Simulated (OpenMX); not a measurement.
PtSe2 (Sudovikovite) in OpenMX: convergence with VNA

Input of the first run (VNA 1 3); the others differ in this setting and in those tied to it:

The input PtSe2.dat:

```
System.CurrrentDirectory             ./
System.Name                          PtSe2
DATA.PATH                            ./DFT_DATA13
level.of.stdout                      1
level.of.fileout                     0
Species.Number                       2
<Definition.of.Atomic.Species
  Pt  Pt7.0-s3p2d2           Pt_PBE13
  Se  Se7.0-s3p2d1           Se_PBE13
Definition.of.Atomic.Species>

Atoms.Number                         3
Atoms.SpeciesAndCoordinates.Unit     FRAC
<Atoms.SpeciesAndCoordinates
    1  Pt   -0.0201450000   -0.0207090000    0.0120540000   8.000  8.000
    2  Se    0.6677400000    0.3340770000    0.7493210000   3.000  3.000
    3  Se    0.3336890000    0.6683450000    0.2468160000   3.000  3.000
Atoms.SpeciesAndCoordinates>

Atoms.UnitVectors.Unit               Ang
<Atoms.UnitVectors
     3.7240000000    0.0000000000    0.0000000000
    -1.8620000000    3.2250786037    0.0000000000
     0.0000000000    0.0000000000    5.0620000000
Atoms.UnitVectors>

scf.XcType                           GGA-PBE
scf.SpinPolarization                 off
scf.ElectronicTemperature            580.226
scf.energycutoff                     400.0
scf.maxIter                          100
scf.EigenvalueSolver                 band
scf.Kgrid                            7 7 5
scf.Mixing.Type                      rmm-diisk
scf.Init.Mixing.Weight               0.05
scf.Min.Mixing.Weight                0.001
scf.Max.Mixing.Weight                0.3
scf.Mixing.History                   25
scf.Mixing.StartPulay                8
scf.criterion                        1.0e-8
scf.stress.tensor                    on
MD.Type                              nomd
scf.BufferL.VNA                      1
scf.RadialF.VNA                      3
```

Potentials or basis: OpenMX 2013 PBE set, Pt7.0-s3p2d2, Se7.0-s3p2d1, grid cutoff 400 Ry.

The run is started by

```console
$ openmx PtSe2.dat -nt 1 > PtSe2.std
```

The cell isn't the ideal one: atoms moved at random, drawn with an rms of 0.1 Å.

Hardware: 1 thread of Intel(R) Xeon(R) 6975P-C (Granite Rapids), on a shared host.

Question: The values tried are 1 3, 2 4, 3 6, 4 8, 5 10, 6 12, 6 16, loosest first. From which on does the pressure stay within 0.1 GPa of the tightest run that finished?

Answer: From 4 8 on.

```csv
VNA,"energy less the tightest run, at zero smearing (meV/atom)",pressure (GPa),largest force (eV/Å),SCF cycles,CPU time (s),peak memory (GiB)
1 3,-3848.01,-812.71,32.406,19,65,0.68
2 4,29.58,10.99,2.066,19,65,0.69
3 6,8.64,11.04,2.114,19,68,0.7
4 8,3.82,10.97,2.110,19,77,0.76
5 10,0.57,10.88,2.093,19,80,0.73
6 12,-0.01,10.86,2.096,19,92,0.81
6 16,0.00,10.88,2.098,19,100,0.88
```

Against the tightest run, the energy stays within 1 meV/atom from 5 10 on; the largest force stays within 0.005 eV/Å from 6 12 on. The tightest run that finished is the yardstick and may itself not be fully converged.

Caveat, for the tightest run too: the basis of atomic orbitals isn't converged, which shifts pressures, moduli and gaps. Spin-orbit coupling is left out, which matters for the levels of Pt.
